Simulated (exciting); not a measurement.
# Bi (Im-3m) in exciting: settings compared

Aim: see how the results for Bi move with the level of theory and the settings. Levels: LDA, PBE+TS, PBE. Tasks: single point.

Program: exciting (release sodium). These are calculated values, not measurements. Logs are shortened: lines on timing, memory, paths and dates and some standing lists are left out, and cuts for length are marked.

### 1 Starting point

The structure is cubic, space group Im-3m (No. 229). The conventional cell has a = 3.963 Å, b = 3.963 Å, c = 3.963 Å, α = 90.00°, β = 90.00°, γ = 90.00°. Around Bi (site symmetry m-3m) lie 8 Bi at 3.43 Å.

This isn't the form of Bi at room conditions, which is rhombohedral.

### 2 Single point, LDA, spin-orbit coupling, no magnetisation

run_exciting.py reads:

```python
import subprocess
import xml.etree.ElementTree as ET
from ase.io import read
from ase.units import Bohr

atoms = read("Bi.cif")
import spglib
from ase import Atoms
cell, positions, numbers = spglib.find_primitive((atoms.cell[:], atoms.get_scaled_positions(), atoms.numbers), symprec=1e-5)
atoms = Atoms(numbers, cell=cell, scaled_positions=positions, pbc=True)
rmt = {'Bi': 2.3}  # bohr
tasks = """
<groundstate do="fromscratch" ngridk="9 9 9" rgkmax="9" gmaxvr="14" lmaxapw="10" lmaxmat="10" lmaxvr="8" xctype="LDA_PW" stype="Gaussian" swidth="0.00099958" nempty="16" ValenceRelativity="iora*" epsengy="1e-05" epspot="1e-05" maxscl="60" tforce="true" outputlevel="normal">
  <spin spinorb="true"/>
</groundstate>
<properties>
  <chargedensityplot>
    <plot3d>
      <box grid="18 18 18">
        <origin coord="0 0 0"/>
        <point coord="1 0 0"/>
        <point coord="0 1 0"/>
        <point coord="0 0 1"/>
      </box>
    </plot3d>
  </chargedensityplot>
  <elfplot>
    <plot3d>
      <box grid="18 18 18">
        <origin coord="0 0 0"/>
        <point coord="1 0 0"/>
        <point coord="0 1 0"/>
        <point coord="0 0 1"/>
      </box>
    </plot3d>
  </elfplot>
  <exccplot>
    <plot3d>
      <box grid="18 18 18">
        <origin coord="0 0 0"/>
        <point coord="1 0 0"/>
        <point coord="0 1 0"/>
        <point coord="0 0 1"/>
      </box>
    </plot3d>
  </exccplot>
</properties>
"""

root = ET.Element("input")
ET.SubElement(root, "title").text = "Bi"
structure = ET.SubElement(root, "structure", speciespath="./", tshift="false")
crystal = ET.SubElement(structure, "crystal", scale="1.0")
for vector in atoms.cell / Bohr:
    ET.SubElement(crystal, "basevect").text = " ".join(f"{x:.12f}" for x in vector)
symbols = atoms.get_chemical_symbols()
for element in dict.fromkeys(symbols):
    species = ET.SubElement(structure, "species", speciesfile=element + ".xml", rmt=str(rmt[element]))
    for symbol, position in zip(symbols, atoms.get_scaled_positions(wrap=False)):
        if symbol == element:
            ET.SubElement(species, "atom", coord=" ".join(f"{x:.12f}" for x in position))
root.extend(ET.fromstring("<tasks>" + tasks + "</tasks>"))
ET.indent(root)
ET.ElementTree(root).write("input.xml")
subprocess.run(["exciting_smp"], check=True)
```

Bi.cif reads:

```cif
data_Bi
_cell_length_a 3.96286106
_cell_length_b 3.96286106
_cell_length_c 3.96286106
_cell_angle_alpha 90.00000000
_cell_angle_beta 90.00000000
_cell_angle_gamma 90.00000000
_space_group_name_H-M_alt 'Im-3m'
_space_group_name_Hall '-I 4 2 3'
_space_group_IT_number 229
loop_
_space_group_symop_operation_xyz
'x,y,z'
'-x,-y,-z'
'-y,x,z'
'y,-x,-z'
'-x,-y,z'
'x,y,-z'
'y,-x,z'
'-y,x,-z'
'x,-y,-z'
'-x,y,z'
'-y,-x,-z'
'y,x,z'
'-x,y,-z'
'x,-y,z'
'y,x,-z'
'-y,-x,z'
'z,x,y'
'-z,-x,-y'
'z,-y,x'
'-z,y,-x'
'z,-x,-y'
'-z,x,y'
'z,y,-x'
'-z,-y,x'
'-z,x,-y'
'z,-x,y'
'-z,-y,-x'
'z,y,x'
'-z,-x,y'
'z,x,-y'
'-z,y,x'
'z,-y,-x'
'y,z,x'
'-y,-z,-x'
'x,z,-y'
'-x,-z,y'
'-y,z,-x'
'y,-z,x'
'-x,z,y'
'x,-z,-y'
'-y,-z,x'
'y,z,-x'
'-x,-z,-y'
'x,z,y'
'y,-z,-x'
'-y,z,x'
'x,-z,y'
'-x,z,-y'
'x+1/2,y+1/2,z+1/2'
'-x+1/2,-y+1/2,-z+1/2'
'-y+1/2,x+1/2,z+1/2'
'y+1/2,-x+1/2,-z+1/2'
'-x+1/2,-y+1/2,z+1/2'
'x+1/2,y+1/2,-z+1/2'
'y+1/2,-x+1/2,z+1/2'
'-y+1/2,x+1/2,-z+1/2'
'x+1/2,-y+1/2,-z+1/2'
'-x+1/2,y+1/2,z+1/2'
'-y+1/2,-x+1/2,-z+1/2'
'y+1/2,x+1/2,z+1/2'
'-x+1/2,y+1/2,-z+1/2'
'x+1/2,-y+1/2,z+1/2'
'y+1/2,x+1/2,-z+1/2'
'-y+1/2,-x+1/2,z+1/2'
'z+1/2,x+1/2,y+1/2'
'-z+1/2,-x+1/2,-y+1/2'
'z+1/2,-y+1/2,x+1/2'
'-z+1/2,y+1/2,-x+1/2'
'z+1/2,-x+1/2,-y+1/2'
'-z+1/2,x+1/2,y+1/2'
'z+1/2,y+1/2,-x+1/2'
'-z+1/2,-y+1/2,x+1/2'
'-z+1/2,x+1/2,-y+1/2'
'z+1/2,-x+1/2,y+1/2'
'-z+1/2,-y+1/2,-x+1/2'
'z+1/2,y+1/2,x+1/2'
'-z+1/2,-x+1/2,y+1/2'
'z+1/2,x+1/2,-y+1/2'
'-z+1/2,y+1/2,x+1/2'
'z+1/2,-y+1/2,-x+1/2'
'y+1/2,z+1/2,x+1/2'
'-y+1/2,-z+1/2,-x+1/2'
'x+1/2,z+1/2,-y+1/2'
'-x+1/2,-z+1/2,y+1/2'
'-y+1/2,z+1/2,-x+1/2'
'y+1/2,-z+1/2,x+1/2'
'-x+1/2,z+1/2,y+1/2'
'x+1/2,-z+1/2,-y+1/2'
'-y+1/2,-z+1/2,x+1/2'
'y+1/2,z+1/2,-x+1/2'
'-x+1/2,-z+1/2,-y+1/2'
'x+1/2,z+1/2,y+1/2'
'y+1/2,-z+1/2,-x+1/2'
'-y+1/2,z+1/2,x+1/2'
'x+1/2,-z+1/2,y+1/2'
'-x+1/2,z+1/2,-y+1/2'
loop_
_atom_site_label
_atom_site_type_symbol
_atom_site_symmetry_multiplicity
_atom_site_Wyckoff_symbol
_atom_site_fract_x
_atom_site_fract_y
_atom_site_fract_z
_atom_site_occupancy
Bi1 Bi 2 a 0.0000000000 0.0000000000 0.0000000000 1
```

Potentials or basis: all-electron LAPW+lo, shipped species files, valence relativity iora*.

Command:

```console
$ OMP_NUM_THREADS=1 python run_exciting.py
```

What it wrote:

```text
================================================================================
EXCITING SODIUM started
[... 10 lines left out ...]

 Lattice vectors (cartesian) :
     -3.7443610391      3.7443610391      3.7443610391
      3.7443610391     -3.7443610391      3.7443610391
      3.7443610391      3.7443610391     -3.7443610391

 Reciprocal lattice vectors (cartesian) :
     -0.0000000000      0.8390196941      0.8390196941
      0.8390196941     -0.0000000000      0.8390196941
      0.8390196941      0.8390196941     -0.0000000000

 Unit cell volume                           :     209.9873555308
 Brillouin zone volume                      :       1.1812626185

 Species :    1 (Bi)
     parameters loaded from                 :    Bi.xml
     name                                   :    bismuth
     nuclear charge                         :     -83.00000000
     electronic charge                      :      83.00000000
     atomic mass                            :  380947.92830000
     muffin-tin radius                      :       2.30000000
     # of radial points in muffin-tin       :     450

     atomic positions (lattice) :
       1 :   0.00000000  0.00000000  0.00000000

 Total number of atoms per unit cell        :       1

 Spin treatment                             :    spin-polarised
 Spin-orbit coupling is included
 Global magnetic field (cartesian) :        0.00000000   0.00000000   0.00000000
 non-collinear magnetisation

 Number of Bravais lattice symmetries       :      48
 Number of crystal symmetries               :      48

 k-point grid                               :       9    9    9
 Total number of k-points                   :      35
 k-point set is reduced with crystal symmetries

 R^MT_min * |G+k|_max (rgkmax)              :       9.00000000
 Species with R^MT_min                      :       1 (Bi)
 Maximum |G+k| for APW functions            :       3.91304348
 Maximum |G| for potential and density      :      14.00000000

 G-vector grid sizes                        :      30    30    30
 Total number of G-vectors                  :    9861

 Maximum angular momentum used for
     APW functions                          :      10
     computing H and O matrix elements      :      10
     potential and density                  :       8
     inner part of muffin-tin               :       2

 Total nuclear charge                       :     -83.00000000
 Total electronic charge                    :      83.00000000
 Total core charge                          :      68.00000000
 Total valence charge                       :      15.00000000

 Number of empty states                     :      16
 Total number of valence states             :      48

 Maximum Hamiltonian size                   :     242
 Maximum number of plane-waves              :     228
 Total number of local-orbitals             :      14

 Exchange-correlation type                  :       3
     Perdew-Wang, Phys. Rev. B 45, 13244 (1992)

 Smearing scheme                            :    Gaussian
 Smearing width                             :       0.00099958

 Using multisecant Broyden potential mixing
[... 16 lines left out ...]
+ SCF iteration number :    1                                                  +
++++++++++++++++++++++++++++++++++++++++++++++++++++++++++++++++++++++++++++++++
 Total energy                               :    -21565.44280215
 _______________________________________________________________
 Fermi energy                               :         0.28207660
 Kinetic energy                             :     25227.85419832
 Coulomb energy                             :    -46406.23025311
 Exchange energy                            :      -378.33027885
 Correlation energy                         :        -8.73646850
 No external B-field energy in total energy

 DOS at Fermi energy (states/Ha/cell)       :        40.56157106

 Electron charges :
     core                                   :        68.00000000
     core leakage                           :         0.00818017
     valence                                :        15.00000000
     interstitial                           :         3.22167404
     charge in muffin-tin spheres :
                  atom     1    Bi          :        79.77832596
     total charge in muffin-tins            :        79.77832596
     total charge                           :        83.00000000

 Moments :
     interstitial                 :     0.00000000    -0.00000000     0.00000000
     moment in muffin-tin spheres :
         atom     1    Bi         :     0.00000000     0.00000000    -0.00000000
     total moment in muffin-tins  :     0.00000000     0.00000000    -0.00000000
     total moment                 :     0.00000000     0.00000000    -0.00000000
[... 339 lines left out ...]
 Electron charges :
     core                                   :        68.00000000
     core leakage                           :         0.00807781
     valence                                :        15.00000000
     interstitial                           :         3.19738138
     charge in muffin-tin spheres :
                  atom     1    Bi          :        79.80261862
     total charge in muffin-tins            :        79.80261862
     total charge                           :        83.00000000

 Moments :
     interstitial                 :     0.00000000     0.00000000     0.00000000
     moment in muffin-tin spheres :
         atom     1    Bi         :     0.00000000     0.00000000     0.00000000
     total moment in muffin-tins  :     0.00000000     0.00000000     0.00000000
     total moment                 :     0.00000000     0.00000000     0.00000000

 RMS change in effective potential (target) :  0.185570E-08  ( 0.100000E-04)
 Absolute change in total energy   (target) :  0.268575E-05  ( 0.100000E-04)
 Charge distance                   (target) :  0.310336E-08  ( 0.100000E-04)
 Abs. change in max-nonIBS-force   (target) :   0.00000      ( 0.500000E-04)

++++++++++++++++++++++++++++++++++++++++++++++++++++++++++++++++++++++++++++++++
| Convergency criteria checked for the last 2 iterations                       +
| Convergence targets achieved. Performing final SCF iteration                 +
++++++++++++++++++++++++++++++++++++++++++++++++++++++++++++++++++++++++++++++++
 Total energy                               :    -21570.06750551
 _______________________________________________________________
 Fermi energy                               :         0.26904790
 Kinetic energy                             :     25224.58520452
 Coulomb energy                             :    -46407.53527496
 Exchange energy                            :      -378.37980408
 Correlation energy                         :        -8.73763099
 No external B-field energy in total energy

 DOS at Fermi energy (states/Ha/cell)       :        43.09956042

 Electron charges :
     core                                   :        68.00000000
     core leakage                           :         0.00807781
     valence                                :        15.00000000
     interstitial                           :         3.19738139
     charge in muffin-tin spheres :
                  atom     1    Bi          :        79.80261861
     total charge in muffin-tins            :        79.80261861
     total charge                           :        83.00000000

 Moments :
     interstitial                 :    -0.00000000    -0.00000000    -0.00000000
     moment in muffin-tin spheres :
         atom     1    Bi         :    -0.00000000     0.00000000    -0.00000000
     total moment in muffin-tins  :    -0.00000000     0.00000000    -0.00000000
     total moment                 :    -0.00000000     0.00000000    -0.00000000

++++++++++++++++++++++++++++++++++++++++++++++++++++++++++++++++++++++++++++++++
+ Self-consistent loop stopped                                                 +
++++++++++++++++++++++++++++++++++++++++++++++++++++++++++++++++++++++++++++++++
 STATE.OUT is written

--------------------------------------------------------------------------------
- Writing atomic positions and forces                                          -
--------------------------------------------------------------------------------

 Atomic positions (lattice) :
 atom     1  Bi  :     0.00000000    0.00000000    0.00000000

 Total atomic forces including IBS (cartesian) :
 atom     1  Bi  :     0.00000000    0.00000000    0.00000000

 Atomic force components including IBS (cartesian) :
 atom     1  Bi  :     0.00000000    0.00000000    0.00000000   HF force
                 :     0.00000000    0.00000000    0.00000000   core correction
                 :     0.00000000    0.00000000    0.00000000   IBS correction

********************************************************************************
[... 7 lines left out ...]
| EXCITING SODIUM stopped                                                      =
================================================================================
```

Wall time 79 s (1 thread of Arm Neoverse V2, shared host); peak memory 0.13 GiB.

What came out:

| Item | Value |
| --- | --- |
| Band gap on the k mesh | none (metal or under the smearing width) |
| All electrons inside the program's atomic spheres | Bi 79.80 (radii Bi 2.3 bohr) |

(Part 1 of 2 ends here.)
